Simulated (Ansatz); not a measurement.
# La: the cost of one run

Method: DFT PBE, scalar-relativistic, in Ansatz 0.2.0.

## (1) Starting point

Symmetry: P6_3/mmc, No. 194, hexagonal system. Conventional cell: a = 3.750 Å, b = 3.750 Å, c = 6.070 Å, α = 90.00°, β = 90.00°, γ = 120.00°. La (site symmetry -6m2) is surrounded by 12 La at 3.73 to 3.75 Å.

Structure file:

```cif
data_structure
_symmetry_space_group_name_H-M 'P 1'
_symmetry_Int_Tables_number 1
_cell_length_a 3.7500
_cell_length_b 3.7500
_cell_length_c 6.0700
_cell_angle_alpha 90.000
_cell_angle_beta 90.000
_cell_angle_gamma 120.000
_cell_volume 73.92
loop_
_atom_site_label
_atom_site_type_symbol
_atom_site_fract_x
_atom_site_fract_y
_atom_site_fract_z
_atom_site_occupancy
La1 La 0.33333 0.66667 0.25000 1
La2 La 0.66667 0.33333 0.75000 1
```

The cell is a deposited one (Crystallography Open Database entry 9008503); the temperature and pressure of the measurement aren't taken into account, and nothing was relaxed.

Atoms are numbered in the order of the input: La1, La2.

## (2) Volume × 0.95, LAPW

The input, input.yaml:

```yaml
crystal:
  lattice:
    - [3.6864304128, 0.0, 0.0]
    - [-1.8432152063, 3.1925423867, 0.0]
    - [0.0, 0.0, 5.967098765]
  atoms:
    - { symbol: La, position: [0.3333333333, 0.6666666667, 0.25] }
    - { symbol: La, position: [0.6666666667, 0.3333333333, 0.75] }
kpoints:
  mp_grid: { grid: [11, 11, 6] }
scf:
  occupations: { method: fermi_dirac, width: 0.05 }
hamiltonian:
  xc: pbe
  pseudopotentials: { kind: all_electron, lapw: { basis_error: 0.00025 } }
output:
  forces: true
  stress: true
  eigenvalues: true
```

Run with:

```sh
> ansatz run input.yaml --threads 1 --pin off --max-ram 2048MiB --backend cpu --events-out ev --progress --plain --runs-dir out
```

**Question.** How long does this run take on 1 thread of Arm Neoverse V1, shared host, and how much memory does it need?

About 21 s, with a peak of 0.38 GiB.
